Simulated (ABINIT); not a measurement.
Crystal: As.

```
As
1.0
     1.82500   -5.50000    0.00000
     1.82500    5.50000    0.00000
     0.00000    0.00000    4.47000
As
4
Direct
  0.39000 0.61000 0.56000
  0.89000 0.11000 0.94000
  0.61000 0.39000 0.44000
  0.11000 0.89000 0.06000
```

This isn't the form of As at room conditions, which is rhombohedral.

- Program: ABINIT 10.8.3 (patched build)
- Task: relaxation of cell and atoms
- Functional: PBEsol
- Potentials or basis: JTH PAW PBE v2.0
- Cutoff: 408 eV
- k mesh: 5 × 5 × 4
- Occupations: fermi-dirac, width 0.05 eV
- Spin: no spin polarisation

At the start: pressure -0.2 GPa; volume 22.43 Å³/atom.

**Question.** How do energy, volume and symmetry change on relaxing?

**Answer.** Over 9 steps the energy falls by 12.8 meV/atom and the volume is 21.55 Å³/atom (-4.0 %); space group Cmce (No. 64, to 0.05 Å).

The path:
```tsv
step	energy change (eV)	largest force (eV/Å)	pressure (GPa)	volume (Å³)
1	0.0000	0.0742	-0.22	89.74
2	-0.0038	0.0392	-0.28	89.68
3	-0.0336	0.1951	-0.19	88.55
4	-0.0418	0.1665	-1.31	87.50
5	-0.0475	0.0750	-0.16	87.04
6	-0.0486	0.0191	-0.36	87.19
7	-0.0494	0.0029	-0.32	87.04
8	-0.0510	0.0163	-0.01	86.31
9	-0.0513	0.0132	0.03	86.19
```

Final structure:
```
As
1.0
     1.88719   -5.43627    0.00000
     1.88719    5.43627    0.00000
     0.00000    0.00000    4.20055
As
4
Direct
  0.38801 0.61199 0.55282
  0.88801 0.11199 0.94718
  0.61199 0.38801 0.44718
  0.11199 0.88801 0.05282
```

Caveat: the k mesh is coarse (spacing up to 0.36 Å⁻¹), so the values aren't converged; the PAW data sets were made with another functional, which shifts forces and pressure a little.
